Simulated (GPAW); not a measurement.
## free-standing square Ni monolayer, spacing 2.629 A: anisotropy with GPAW

Wanted: anisotropy for free-standing square Ni monolayer, spacing 2.629 A, with the cost of each step.

Calculated with GPAW 26.7.0; PBE; plane waves with GPAW's PAW setups, scalar-relativistic.

Report form: the programs' logs are mostly left out.

**1. Set-up**

The cell holds 1 atom: 1 Ni. Cell: a = 2.629 Å, b = 2.629 Å, c = 14.000 Å, α = 90.0°, β = 90.0°, γ = 90.0°. model lattice. Vacuum lies along c.

**2. Self-consistent state**

All later steps read the density of this run.

order1.py

```python
import json
import numpy as np
from ase import Atoms
from ase.parallel import paropen, parprint
from gpaw import GPAW

atoms = Atoms(['Ni'],
    cell=[[2.629, 0.0, 0.0],
         [0.0, 2.629, 0.0],
         [0.0, 0.0, 14.0]],
    scaled_positions=[[0.0, 0.0, 0.5]],
    pbc=True,
    magmoms=[1.0])
atoms.calc = GPAW(mode={'name': 'pw', 'ecut': 550},
    xc='PBE',
    kpts={'size': (10, 10, 1), 'gamma': True},
    occupations={'name': 'fermi-dirac', 'width': 0.1},
    convergence={'density': 1e-05, 'energy': 1e-05},
    maxiter=200,
    symmetry={'tolerance': 1e-4},
    txt='order1.txt')
e = atoms.get_potential_energy(force_consistent=True)
res = {'free_energy': e, 'energy_sigma0': atoms.get_potential_energy(), 'fermi_energy': atoms.calc.get_fermi_level()}
res['moments'] = atoms.get_magnetic_moments().tolist()
res['total'] = atoms.get_magnetic_moment()
parprint('site moments (muB):', np.round(res['moments'], 3))
parprint(f"total moment: {res['total']:.3f} muB")
parprint(f'free energy: {e:.6f} eV')
atoms.calc.write('order1.gpw')
with paropen('results.json', 'w') as f:
    json.dump(res, f)
```

Launch:

```
OMP_NUM_THREADS=1 python3 order1.py > order1.log
```

Wall time 24 s (1 MPI rank of Intel Xeon Platinum 8488C (Sapphire Rapids), shared host); peak memory 0.2 GiB.

This step gave:

```
magnetization  : 0.9701 μB
final state    : ferromagnetic
largest moment : 1.010 μB
```

After 18 cycles the largest moment stands at 1.01 μB.

**3. Non-self-consistent run**

The steps that follow sum over empty states, which the ground-state run does not converge; 14 states a spin are converged here at the frozen density and written with their wave functions.

It starts from the saved density of the lowest of the states tried.

nscf.py

```python
from gpaw import GPAW

calc = GPAW('order1.gpw').fixed_density(
    kpts={'size': (12, 12, 1), 'gamma': True},
    nbands=18,
    convergence={'bands': 14, 'eigenstates': 1e-9},
    eigensolver='ppcg',
    parallel={'domain': 1},
    txt='nscf.txt')
calc.write('nscf.gpw', mode='all')
```

Launch:

```
OMP_NUM_THREADS=1 python3 nscf.py > nscf.log
```

It took 27 s on 1 MPI rank; peak memory 0.24 GiB.

**4. Magnetocrystalline anisotropy**

Spin–orbit coupling is added in the basis of the saved states for each direction of the moments. The change in the band energy is the anisotropy energy, with no new self-consistent run.

anisotropy.py

```python
import json
import numpy as np
from ase.parallel import paropen, parprint
from gpaw import GPAW
from gpaw.spinorbit import soc_eigenstates

calc = GPAW('nscf.gpw')
angles = [[0.0, 0.0], [90.0, 0.0], [90.0, 90.0], [45.0, 0.0]]  # theta, phi in degrees
res = {'rows': []}
for scale in [1.0]:
    e0 = None
    for theta, phi in angles:
        soc = soc_eigenstates(calc, n2=14, scale=scale, theta=theta, phi=phi)
        e = soc.calculate_band_energy()
        e0 = e if e0 is None else e0
        orbital = soc.get_orbital_magnetic_moments()
        res['rows'].append([scale, theta, phi, 1000 * (e - e0), orbital.tolist()])
        parprint(f'scale {scale} theta {theta:6.1f} phi {phi:6.1f}  dE = {1000 * (e - e0):9.4f} meV  |L| =', np.round(np.linalg.norm(orbital, axis=1), 4))
with paropen('results.json', 'w') as f:
    json.dump(res, f)
```

Launch:

```
OMP_NUM_THREADS=1 python3 anisotropy.py > anisotropy.log
```

It took 4 s on 1 MPI rank; peak memory 0.15 GiB.

Directions, in the order of the table: the normal; the first cell vector; the in-plane normal to it; 0.50 of the way from the normal to the first cell vector.

Theta from the Cartesian z axis, phi from x; spin up lies along the direction. Anisotropy, by row:

```tsv
spin-orbit scale	theta (degrees)	phi (degrees)	band energy less the first direction's (meV a cell)	orbital moment of atom 1 along the direction (μB)	sum of orbital moments along the direction (μB a cell)
1	0	0	0	0.1591	0.1591
1	90	0	-1.774	0.2411	0.2411
1	90	90	-1.774	0.2411	0.2411
1	45	0	-0.8843	0.2	0.2
```

**5. Results**

```
state                              : ferromagnetic
largest site moment                : 1.01 μB
spread of the directions' energies : 1.77 meV a cell
easiest direction tried            : the plane normal to the layer's normal
```

**Reading.** About the ferromagnetic state the directions differ by 1.77 meV a cell, with the plane normal to the layer's normal easiest. The anisotropy comes from the force theorem at a frozen potential; it needs a check on a finer mesh, and shape anisotropy is not in it.

[Logs and program files are shortened in this print: banners, set-up blocks, solver, clock and traceback lines can be left out without a mark of their own.]

[Logs are printed without paths, hosts, clocks, repeated set-up lines and the standing remarks that a program may print on its own settings, such as how far it seeks lower states.]

[Hosts, paths, dates, database ids (printed as entryN), source tags and the programs' standing remarks are cut or masked in the printed files.]

[Where a cell is said to come from a database of computed structures, the database is the Materials Project.]
